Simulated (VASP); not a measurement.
# Hf (a cell with a defect) in VASP: further runs, part 2 of 2

VASP 6.6.1.

### Step 4. Single point, PBE

INCAR

```
SYSTEM = Hf
ALGO = Normal
EDIFF = 1E-7
ENCUT = 520
GGA = PE
ISIF = 2
ISMEAR = 1
LASPH = .True.
LCHARG = .False.
LREAL = .False.
LWAVE = .False.
NBANDS = 44
NELM = 80
PREC = Accurate
SIGMA = 0.15
```

KPOINTS

```
k-points
0
Gamma
  3 3 3
  0 0 0
```

POSCAR

```
Hf
1.0
   -3.6304740000      3.6304740000      3.6304740000
    3.6304740000     -3.6304740000      3.6304740000
    3.6304740000      3.6304740000     -3.6304740000
Hf
7
Direct
    0.0673087040     -0.0483095320      0.0272650348
    0.0215302465      0.3284520148      0.4985011599
    0.0526436768      0.4208370587      0.0265570005
    0.1071127351      0.8331821134      0.4890212683
    0.4913190399     -0.1618956643     -0.0003018890
    0.5012057654      0.3610910035     -0.0347949056
    0.5209343188      0.5137871804      0.4957654290
```

Potentials or basis: VASP PAW PBE potentials, release 64 (Hf_pv).

The run is started by

```bash
$ cat potpaw_PBE.64/Hf_pv/POTCAR > POTCAR
$ mpirun -np 1 vasp_std > vasp.out
```

OUTCAR:

```text
SYSTEM = Hf
   EDIFF = 1E-7
   ENCUT = 520
   GGA = PE
   ISIF = 2
   ISMEAR = 1
   LASPH = .True.
   LREAL = .False.
   NELM = 80
   PREC = Accurate

 ion  position               nearest neighbor table
   1  0.067  0.952  0.027-   3 2.98   5 3.02   7 3.17   4 3.18   7 3.23   2 3.29   6 3.30   3 3.31
                             4 3.33   5 3.38
   2  0.022  0.328  0.499-   7 2.97   4 3.06   3 3.10   5 3.11   5 3.19   3 3.26   1 3.29   4 3.32
                             6 3.32   7 3.70
   3  0.053  0.421  0.027-   1 2.98   4 3.00   6 3.10   2 3.10   7 3.10   5 3.21   6 3.23   2 3.26
                             1 3.31
   4  0.107  0.833  0.489-   3 3.00   6 3.01   2 3.06   1 3.18   5 3.30   2 3.32   1 3.33   6 3.43
                             7 3.58   7 3.78
   5  0.491  0.838  1.000-   6 2.96   1 3.02   2 3.11   2 3.19   3 3.21   7 3.25   4 3.30   6 3.35
                             1 3.38
   6  0.501  0.361  0.965-   5 2.96   4 3.01   7 3.09   3 3.10   3 3.23   1 3.30   2 3.32   5 3.35
                             7 3.42   4 3.43
   7  0.521  0.514  0.496-   2 2.97   6 3.09   3 3.10   1 3.17   1 3.23   5 3.25   6 3.42   4 3.58
                             2 3.70   4 3.78

  LATTYP: Found a body centered cubic cell.
 ALAT       =     7.2609480000

[... 188 lines left out ...]
  band No.  band energies     occupation
      1     -27.7685      2.00000
      2     -27.7324      2.00000
      3     -27.7209      2.00000
      4     -27.6903      2.00000
      5     -27.6694      2.00000
      6     -27.6397      2.00000
[... 647 lines left out ...]
     43       4.8726     -0.00000
     44       4.9982     -0.00000

------------------------ aborting loop because EDIFF is reached ----------------------------------------

  FORCE on cell =-STRESS in cart. coord.  units (eV):
  Direction    XX          YY          ZZ          XY          YZ          ZX
  --------------------------------------------------------------------------------------
  -------------------------------------------------------------------------------------
  Total       -7.4659485    -11.3877039    -12.1117062     -0.4718250      0.6767437      2.7110909
  in kB      -62.4950457    -95.3227942   -101.3831835     -3.9494949      5.6648027     22.6936667
  external PRESSURE =     -86.4003411 kB  Pullay stress =       0.0000000 kB

 VOLUME and BASIS-vectors are now :
 -----------------------------------------------------------------------------
  energy-cutoff  :      520.00
  volume of cell :      191.40
      direct lattice vectors                 reciprocal lattice vectors
    -3.630474000  3.630474000  3.630474000     0.000000000  0.137723063  0.137723063
     3.630474000 -3.630474000  3.630474000     0.137723063  0.000000000  0.137723063
     3.630474000  3.630474000 -3.630474000     0.137723063  0.137723063  0.000000000

 POSITION                                       TOTAL-FORCE (eV/Angst)
 -----------------------------------------------------------------------------------
      3.30971     -3.11174      3.60047        -0.010090      0.073354     -0.076048
      2.92407      0.69552     -0.53919         0.021184     -0.060153      0.368491
      1.43313     -1.24030      1.62254        -0.090260      0.022202     -0.164278
      4.41136     -0.86060      1.63834         0.029186     -0.073590      0.129274
      4.88837      2.37038      1.19706         0.010436      0.050509     -0.103984
      2.99547      4.01283     -0.37361         0.021710      0.026206     -0.040007
      1.77392      1.82581      1.95667         0.017834     -0.038527     -0.113448
 -----------------------------------------------------------------------------------
    total drift:                               -0.000115      0.000138      0.000221

  FREE ENERGIE OF THE ION-ELECTRON SYSTEM (eV)
  ---------------------------------------------------
  free  energy   TOTEN  =       -66.0900583504 eV

  energy  without entropy=      -66.0954830357  energy(sigma->0) =      -66.09186658
```

OSZICAR:

```text
N       E                     dE             d eps       ncg     rms          rms(c)
DAV:   1     0.298931578879E+03    0.29893E+03   -0.37914E+04  1240   0.148E+03
DAV:   2    -0.470657790520E+02   -0.34600E+03   -0.33623E+03  1400   0.371E+02
DAV:   3    -0.689106057930E+02   -0.21845E+02   -0.21106E+02  1680   0.523E+01
DAV:   4    -0.697068176613E+02   -0.79621E+00   -0.78273E+00  1632   0.963E+00
DAV:   5    -0.697266957603E+02   -0.19878E-01   -0.19757E-01  1736   0.136E+00    0.107E+02
DAV:   6    -0.668542326807E+02    0.28725E+01   -0.47686E+00  1400   0.962E+00    0.579E+01
DAV:   7    -0.661746067768E+02    0.67963E+00   -0.45030E+00  1384   0.894E+00    0.864E+00
DAV:   8    -0.661169869217E+02    0.57620E-01   -0.10099E+00  1664   0.449E+00    0.429E+00
DAV:   9    -0.660956973285E+02    0.21290E-01   -0.22265E-01  1588   0.205E+00    0.125E+00
DAV:  10    -0.660910994525E+02    0.45979E-02   -0.52506E-02  1584   0.105E+00    0.532E-01
DAV:  11    -0.660901009536E+02    0.99850E-03   -0.10529E-02  1616   0.475E-01    0.263E-01
DAV:  12    -0.660900646461E+02    0.36307E-04   -0.16587E-03  1672   0.186E-01    0.100E-01
DAV:  13    -0.660900575183E+02    0.71278E-05   -0.17947E-04  1640   0.612E-02    0.565E-02
DAV:  14    -0.660900563135E+02    0.12048E-05   -0.29086E-05  1616   0.276E-02    0.222E-02
DAV:  15    -0.660900581767E+02   -0.18632E-05   -0.66302E-06  1616   0.127E-02    0.831E-03
DAV:  16    -0.660900583728E+02   -0.19614E-06   -0.14285E-06  1608   0.579E-03    0.403E-03
DAV:  17    -0.660900583504E+02    0.22458E-07   -0.20491E-07   912   0.259E-03
   1 F= -.66090058E+02 E0= -.66091867E+02  d E =0.542469E-02
```

It took 2.5 min on 1 thread of Intel Xeon 6975P-C (Granite Rapids), shared host; peak memory 0.34 GiB.

Results:

```
Free energy            : -66.0901 eV
Pressure               : -8.6 GPa
Largest force          : 0.374 eV/Å
Band gap on the k mesh : none (metal or under the smearing width)
```

Forces in eV/Å, atoms in the order of the input:
```
Hf  -0.010  0.073 -0.076
Hf   0.021 -0.060  0.368
Hf  -0.090  0.022 -0.164
Hf   0.029 -0.074  0.129
Hf   0.010  0.051 -0.104
Hf   0.022  0.026 -0.040
Hf   0.018 -0.039 -0.113
```

Stress tensor (GPa, compression positive):
```
 -6.25  -0.39   2.27
 -0.39  -9.53   0.57
  2.27   0.57 -10.14
```

Caveat: the k mesh is coarse (spacing up to 0.41 Å⁻¹), so the values aren't converged. The run has no spin-orbit coupling, so splittings on Hf are missing.
